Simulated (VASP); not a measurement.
Wanted: the native input for a VASP 6.6.1 run.

| Item | Value |
| --- | --- |
| Task | band structure |
| Functional | LDA |
| Potentials or basis | VASP PAW LDA potentials, release 64 (K_sv, Ta_pv, O) |
| Cutoff | 520 eV |
| k mesh | 8 × 8 × 8 |
| Occupations | gaussian, width 0.03 eV |
| Spin | no spin polarisation |
| Further INCAR settings | ALGO = Fast; EDIFF = 1e-07; NBANDS = 27 |

The structure of KTaO3 lies in POSCAR:

```
KTaO3                                   
1.0
    3.9890690789      0.0000000000      0.0000000000
    0.0000000000      3.9890690789      0.0000000000
    0.0000000000      0.0000000000      3.9890690789
  K               Ta              O             
     1     1     3
Direct
     0.5000000000000000    0.5000000000000000    0.5000000000000000
     0.0000000000000000    0.0000000000000000    0.0000000000000000
     0.5000000000000000    0.0000000000000000    0.0000000000000000
     0.0000000000000000    0.5000000000000000    0.0000000000000000
     0.0000000000000000    0.0000000000000000    0.5000000000000000
```

The input as run:

INCAR

```
PREC = Accurate
ENCUT = 520
EDIFF = 1E-7
ISMEAR = 0
SIGMA = 0.03
LREAL = False
LASPH = True
NELM = 80
ALGO = Fast
ISIF = 2
LWAVE = False
LCHARG = False
LMAXMIX = 4
GGA = CA
NBANDS = 27
KPAR = 2
```

KPOINTS

```
Automatic mesh
0
Gamma
  8 8 8
```

KPOINTS_OPT

```
explicit points
158
Reciprocal
 0.0000000000  0.0000000000  0.0000000000 1
 0.0000000000  0.0357142857  0.0000000000 1
 0.0000000000  0.0714285714  0.0000000000 1
 0.0000000000  0.1071428571  0.0000000000 1
 0.0000000000  0.1428571429  0.0000000000 1
 0.0000000000  0.1785714286  0.0000000000 1
[... 150 lines left out ...]
 0.0157094500  0.4842905500  0.0000000000 1
-0.0157094500  0.5157094500  0.0000000000 1
```

Potentials or basis: VASP PAW LDA potentials, release 64 (K_sv, Ta_pv, O).

Run with:

```console
$ cat potpaw_LDA.64/K_sv/POTCAR potpaw_LDA.64/Ta_pv/POTCAR potpaw_LDA.64/O/POTCAR > POTCAR
$ mpirun -np 2 vasp_std > vasp.out
```

Results of the run:

```yaml
Pressure: -4.6 GPa
Band_gap_on_the_k_mesh: 2.02 eV, indirect (least direct gap 2.65 eV)
Band_gap_along_the_path: 2.02 eV, indirect (least direct gap 2.65 eV)
```

Caveat: spin-orbit coupling is left out, which moves the levels of the heavy elements.

It took 61 s on 2 MPI ranks on Intel(R) Xeon(R) Platinum 8559C (Emerald Rapids), with other jobs on the host, peak memory 0.21 GiB a rank.
